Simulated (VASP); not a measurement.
Here is a VASP 6.6.1 calculation.

File INCAR:

```
SYSTEM = SnSe
ALGO = Normal
EDIFF = 1E-7
EDIFFG = -0.01
ENCUT = 300
GGA = PE
IBRION = 2
ISIF = 4
ISMEAR = 0
KPAR = 2
LASPH = .TRUE.
LCHARG = .FALSE.
LREAL = .FALSE.
LWAVE = .FALSE.
NELM = 80
NSW = 40
PREC = Accurate
SIGMA = 0.03
```

The input KPOINTS:

```
k-points
0
G
  2 4 4
  0 0 0
```

The input POSCAR:

```
SnSe                                    
1.0
   12.0712854496      0.0000000000      0.0000000000
    0.0000000000      4.2998646512      0.0000000000
    0.0000000000      0.0000000000      4.5084870110
  Sn              Se            
     4     4
Direct
     0.1243956973928080    0.2500000000000000    0.0993078228963249
     0.3756043026071921    0.7500000000000000    0.5993078228963246
     0.6243956973928081    0.2500000000000000    0.4006921771036751
     0.8756043026071919    0.7500000000000000    0.9006921771036754
     0.3550976478128754    0.2500000000000000    0.0209210976303412
     0.1449023521871246    0.7500000000000000    0.5209210976303408
     0.8550976478128753    0.2500000000000000    0.4790789023696588
     0.6449023521871247    0.7500000000000000    0.9790789023696592
```

Potentials or basis: VASP PAW PBE potentials, release 64 (Sn, Se).

Command:

```bash
$ cat potpaw_PBE.64/Sn/POTCAR potpaw_PBE.64/Se/POTCAR > POTCAR
$ mpirun -np 2 vasp_std > vasp.out
```

(1) Predict the energy gained by relaxing.

(2) What does it give for the band gap on the k mesh?

Answers

(1) 3.6 meV/atom.

(2) 1.04 eV, indirect (least direct gap 1.18 eV).

Caveat: spin-orbit coupling is left out, which moves the levels of the heavy elements.
